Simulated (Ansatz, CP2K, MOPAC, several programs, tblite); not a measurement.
Energy against volume for SnO₂ built on the fluorite prototype, at fixed shape and fractional coordinates, computed by several methods (PBE and r2SCAN, where shown, with plane waves in Ansatz); the cell shown is that of r2SCAN. It is cubic, Fm-3m (No. 225); a = 5.067 Å in the conventional setting, 10.84 Å³ an atom. Sn is surrounded by 8 O at 2.19 Å; O is surrounded by 4 Sn at 2.19 Å. Note: simulated data, non-magnetic, for a generated structure that need not be the stable one. Energies count from each curve's lowest point; fits are third-order Birch-Murnaghan.

```
CELL_PARAMETERS angstrom
0.00000 2.53347 2.53347
2.53347 0.00000 2.53347
2.53347 2.53347 0.00000
ATOMIC_POSITIONS crystal
Sn 0.00000 0.00000 0.00000
O 0.25000 0.25000 0.25000
O 0.75000 0.75000 0.75000
```

PBE/DZVP (CP2K), on the shape of the cell shown:
```tsv
V (Å³/atom)	E (meV/atom)
9.540	317.84
10.190	137.67
10.841	40.56
11.491	0.00
12.142	2.78
```
The points scatter about a smooth fit, a numerical artefact, so no fit is quoted.

PBE/SZV (CP2K), on the shape of the cell shown:
```
V (Å³/atom)  E (meV/atom)
      9.540        536.18
     10.190        290.75
     10.841        134.19
     11.491         42.21
     12.142          0.00
```
This method closes the gap of a crystal that DFT finds insulating, so its curve rests on a wrong state.
The lowest point is an end point, so the minimum isn't bracketed.

GFN1-xTB (tblite), on the shape of the cell shown, as a cluster of 96 atoms at the zone centre:
```tsv
V (Å³/atom)	E (meV/atom)
9.540	30.88
10.190	0.00
10.841	13.39
11.491	58.41
12.142	126.95
```
This method closes the gap of a crystal that DFT finds insulating, so its curve rests on a wrong state.
V₀ = 10.29 Å³ an atom and B₀ = 162 GPa.

PM7 (MOPAC), on the shape of the cell shown, as a cluster of 96 atoms at the zone centre:
```csv
V (Å³/atom),E (meV/atom)
9.540,30.60
10.190,0.00
10.841,44.20
11.491,155.50
12.142,303.61
```
The points scatter about a smooth fit, a numerical artefact, so no fit is quoted.

**Question.** r2SCAN, on the shape of its own relaxed cell, gives
```tsv
V (Å³/atom)	E (meV/atom)
10.190	31.27
10.515	7.39
10.841	0.00
11.166	6.52
11.491	24.70
```
What equilibrium volume and bulk modulus follow?

**Answer.** V₀ = 10.84 Å³ an atom and B₀ = 227 GPa.

Spin-orbit coupling is left out, which matters wherever the heavy atoms make up the band edges.
